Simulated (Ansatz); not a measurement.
An Ansatz input (plane waves, PAW) for CuI₂ in the CdI2-type structure that has something wrong with it:

```yaml
crystal:
  lattice:
    - [3.15054996, 0.0, 0.0]
    - [-1.57527498, 2.7284563, 0.0]
    - [0.0, 0.0, 6.111192]
  atoms:
    - { symbol: Cu, position: [0.0, 0.0, 0.0], spin: 1.0 }
    - { symbol: I, position: [0.3333333333333, 0.6666666666667, 0.2097196765] }
    - { symbol: I, position: [0.6666666666667, 0.3333333333333, 0.7902803235] }
basis:
  ecutwfc: 420
  ecutrho_ratio: 4
kpoints:
  mp_grid: { grid: [10, 10, 6] }
hamiltonian:
  xc: pbe
scf:
  occupations: { method: gaussian, width: 0.05 }
  max_iter: 50
output:
  forces: true
  stress: true
magnetization:
  spin_polarized: true
```

Launched as:
```sh
ansatz run input.yaml --threads 2 --pin off --max-ram 2662MiB --backend cpu --events-out ev --progress --plain --runs-dir out
```

What the program printed:

```
SCF iter   1: F=—  HF=-21642.714219 eV  |F-HF|=—  |Δ(HF+E_count)|=         —  Δρ=7.62e-2 (↑7.62e-2 ↓4.97e-2)  dr2=1.68e0  dr2_m=1.68e0  M=0.127 μB ∫|m|=0.166 μB
SCF iter   2: F=—  HF=-21642.626283 eV  |F-HF|=—  |Δ(HF+E_count)|=   8.79e-2  Δρ=5.37e-2 (↑5.37e-2 ↓4.01e-2)  dr2=1.03e0  dr2_m=9.44e-1  M=0.080 μB ∫|m|=0.118 μB
SCF iter   3: F=—  HF=-21642.457713 eV  |F-HF|=—  |Δ(HF+E_count)|=   1.69e-1  Δρ=3.56e-2 (↑3.56e-2 ↓2.98e-2)  dr2=1.47e-1  dr2_m=5.04e-1  M=0.066 μB ∫|m|=0.098 μB
SCF iter   4: F=—  HF=-21642.453401 eV  |F-HF|=—  |Δ(HF+E_count)|=   4.31e-3  Δρ=2.62e-2 (↑2.24e-2 ↓2.62e-2)  dr2=4.67e-2  dr2_m=2.77e-1  M=0.051 μB ∫|m|=0.077 μB
SCF iter   5: F=—  HF=-21642.466134 eV  |F-HF|=—  |Δ(HF+E_count)|=   1.27e-2  Δρ=2.01e-2 (↑1.57e-2 ↓2.01e-2)  dr2=1.32e-2  dr2_m=1.53e-1  M=0.039 μB ∫|m|=0.061 μB
SCF iter   6: F=—  HF=-21642.471522 eV  |F-HF|=—  |Δ(HF+E_count)|=   5.39e-3  Δρ=1.41e-2 (↑1.25e-2 ↓1.41e-2)  dr2=4.87e-3  dr2_m=8.41e-2  M=0.031 μB ∫|m|=0.048 μB
SCF iter   7: F=—  HF=-21642.475596 eV  |F-HF|=—  |Δ(HF+E_count)|=   4.07e-3  Δρ=1.11e-2 (↑1.11e-2 ↓8.57e-3)  dr2=2.23e-3  dr2_m=4.64e-2  M=0.024 μB ∫|m|=0.038 μB
Mixer restart at iter 7: flushing history
...
SCF iter  14: F=—  HF=-21642.481158 eV  |F-HF|=—  |Δ(HF+E_count)|=   1.01e-7  Δρ=9.76e-6 (↑9.58e-6 ↓9.76e-6)  dr2=8.42e-7  dr2_m=2.26e-10  M=0.000 μB ∫|m|=0.000 μB
SCF iter  15: F=—  HF=-21642.481158 eV  |F-HF|=—  |Δ(HF+E_count)|=   1.42e-8  Δρ=8.41e-6 (↑8.41e-6 ↓5.52e-6)  dr2=8.64e-8  dr2_m=2.06e-9  M= 0.000 μB ∫|m|=0.000 μB
SCF iter  16: F=—  HF=-21642.481158 eV  |F-HF|=—  |Δ(HF+E_count)|=   1.83e-9  Δρ=1.16e-6 (↑1.16e-6 ↓9.75e-7)  dr2=2.99e-9  dr2_m=6.36e-11  M= 0.000 μB ∫|m|=0.000 μB
SCF iter  17: F=-21642.481158 eV  HF=-21642.481158 eV  |F-HF|=2.18e-11  |Δ(HF+E_count)|=  4.44e-10  Δρ=2.87e-7 (↑2.43e-7 ↓2.87e-7)  dr2=1.77e-10  dr2_m=1.55e-12  M=0.000 μB ∫|m|=0.000 μB
```

```
SCF 1 converged in 17 iterations: F = -21642.481158 eV  dr2 = 1.77e-10
SCF converged after 17 iterations
Magnetization: 0.0000 μB (26.5000 up, 26.5000 down)
Absolute magnetization: 0.0000 μB (∫|ρ↑−ρ↓|, with the PAW one-centre terms)
Per-site moments (μB) at R_I (Å): [(0.00000, 0.91787), (0.00000, 0.91787), (0.00000, 0.91787)]
Free energy (F): -21642.481158 eV
E sigma→0 (E₀):  -21642.480499 eV
Entropy (-TS):   -0.001318 eV (-0.439 meV/atom)
Fermi energy:    18.442277 eV
--- Forces (eV/Å), atoms counted from 1 ---
  atom   1  Cu     0.00000000     0.00000000     0.00000000
  atom   2  I      0.00000000     0.00000000    11.86578231
  atom   3  I      0.00000000     0.00000000   -11.86578231
--- Stress (GPa, compression-positive) ---
      109.299816       0.000000       0.000000
        0.000000     109.299816       0.000000
        0.000000       0.000000      97.904645
  P = ⅓ Tr σ = 105.5014 GPa (1055.014 kbar)
```

Question: What is wrong with it?

Answer: A lattice far too small. Against the sound input: crystal.lattice: [[3.15054996, 0.0, 0.0], [-1.57527498, 2.7284563, 0.0], [0.0, 0.0, 6.111192]] (the cap on iterations is only a precaution).

The run converged all the same; its pressure of 106 GPa shows the fault against the sound run's. Its energy lies 2867 meV/atom from the sound one. Cost: 10 s on 2 threads of Arm Neoverse V2, with other jobs on the host, peak memory 0.45 GiB. The run before the change (PBE, 420 eV, 10×10×6 mesh) gave:

```tsv
run	P (GPa)	gap on the mesh (eV)	cell moment (μB)	largest force component (eV/Å)
sound	0.0	metal	0.38	0.000
spoiled	105.5	metal	0.00	11.866
```

The two runs also differ in their start: the sound one had the moments 0.15, 0.00, 0.00 μB typed, and went on from the state of an earlier run.

The structure was built from a prototype; whether the compound forms in it isn't claimed.

Of that run: The run wasn't fully tested for a lower electronic state. So small a moment in a metal hangs on mesh and smearing, and semilocal functionals can overstate it, so the real crystal may have none. The structure is built of weakly bound layers, and this functional has no dispersion term, so their spacing and all that hangs on it (volume, the soft elastic constants, low modes, dielectric constants) are poorly given.
